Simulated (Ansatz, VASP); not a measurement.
**One calculation of BaTiO3 (Barioperovskite), two programs**

File INCAR:

```
PREC = Accurate
ENCUT = 520
EDIFF = 1E-6
ISMEAR = -1
SIGMA = 0.02
LREAL = F
LASPH = T
NELM = 100
ALGO = Normal
ISIF = 2
LWAVE = F
LCHARG = F
GGA = PE
NBANDS = 28
```

KPOINTS

```
regular mesh
0
Gamma
  6 6 6
```

POSCAR

```
BaTiO3
1.0
    4.0803351227      0.0000000000      0.0000000000
    0.0000000000      2.9420497762      2.9590000622
    0.0000000000     -2.9420497762      2.9590000622
Ba Ti O
1 1 3
Direct
    0.0000000000      0.0153968645      0.0153968645
    0.5000000000      0.5328480167      0.5328480167
    0.0000000000      0.4883301654      0.4883301654
    0.5000000000      0.4925029190      0.9678020346
    0.5000000000      0.9678020346      0.4925029190
```

Input for Ansatz:

```yaml
crystal:
  lattice:
    - [4.0803351227, 0.0, 0.0]
    - [0.0, 2.9420497762, 2.9590000622]
    - [0.0, -2.9420497762, 2.9590000622]
  atoms:
    - { symbol: Ba, position: [0.0, 0.0153968645, 0.0153968645] }
    - { symbol: Ti, position: [0.5, 0.5328480167, 0.5328480167] }
    - { symbol: O, position: [0.0, 0.4883301654, 0.4883301654] }
    - { symbol: O, position: [0.5, 0.492502919, 0.9678020346] }
    - { symbol: O, position: [0.5, 0.9678020346, 0.492502919] }
kpoints:
  mp_grid: { grid: [6, 6, 6] }
  band_path:
    path:
      - [0.0, 0.0, 0.0]
      - [0.0, 0.5, 0.5]
      - [0.0, 0.502855988, 0.497144012]
      - [0.0, 0.497144012, -0.497144012]
      - [0.5, 0.0, 0.0]
      - [0.5, 0.497144012, -0.497144012]
      - [0.5, 0.502855988, 0.497144012]
      - [0.5, 0.5, 0.5]
      - [0.0, 0.5, 0.0]
    npoints: 1
hamiltonian:
  xc: pbe
scf:
  occupations: { method: fermi_dirac, width: 0.02 }
  n_extra_bands: 5
output:
  forces: true
  stress: true
  eigenvalues: true
  write_density: true
  write_potential: true
  elf: true
  volumetric_format: npy
```

Change from the starting cell: hydrostatic strain +3.0%.

Alike in both runs: task single point; functional PBE; k mesh 6 × 6 × 6; occupations fermi-dirac, width 0.02 eV; no spin polarisation.

|  | VASP | Ansatz |
| --- | --- | --- |
| version | VASP 6.6.1 | Ansatz 0.2.0 |
| potentials or method | VASP PAW PBE potentials, release 64 (Ba_sv, Ti_sv, O) | plane waves, PAW |
| plane-wave cutoff (eV) | 520 | 420 |
| valence electrons in the cell | 40 | 40 |

```tsv
	VASP	Ansatz	Ansatz less VASP
gap on the k mesh at the Fermi level (eV)	2.51	2.54	+0.032
pressure (GPa)	-4.0	-5.3	-1.29
largest component of the traceless stress (GPa)	2.89	2.77	-0.117
rms of the force components (eV/Å)	0.096	0.056	-0.0399
```

Atom by atom the forces differ by 0.046 eV/Å (rms over components). With one functional, cell and mesh, what is left measures potentials, basis and numerics.

Caveats: spin-orbit coupling is left out, which moves the levels of the heavy elements. A k mesh can miss the band edges.
